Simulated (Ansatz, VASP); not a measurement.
**Two plane-wave programs on Na**

```
CELL_PARAMETERS angstrom
-2.11218 2.11218 2.11218
2.11218 -2.11218 2.11218
2.11218 2.11218 -2.11218
ATOMIC_POSITIONS crystal
Na 0.00000 0.00000 0.00000
```

Alike in both runs: task single point; functional PBEsol; k mesh 12 × 12 × 12; occupations gaussian, width 0.05 eV; no spin polarisation.

|  | VASP | Ansatz |
| --- | --- | --- |
| version | VASP 6.6.1 | Ansatz 0.2.0 |
| potentials or method | VASP PAW PBE potentials, release 64 (Na_pv) | scalar-relativistic, plane waves, PAW |
| plane-wave cutoff (eV) | 520 | 420 |
| valence electrons in the cell | 7 | 9 |

```tsv
	VASP	Ansatz	Ansatz less VASP
gap on the k mesh at the Fermi level (eV)	none	none	-
pressure (GPa)	-0.2	-0.3	-0.03
```

A gap of «none» marks a metal or a gap that the smearing closes. The functional is the same, so the differences come from potentials, cutoffs and numerics. The two sets of potentials don't hold the same shells in valence.

Caveats: the PAW data sets were made with another functional, which shifts forces and pressure a little (VASP).
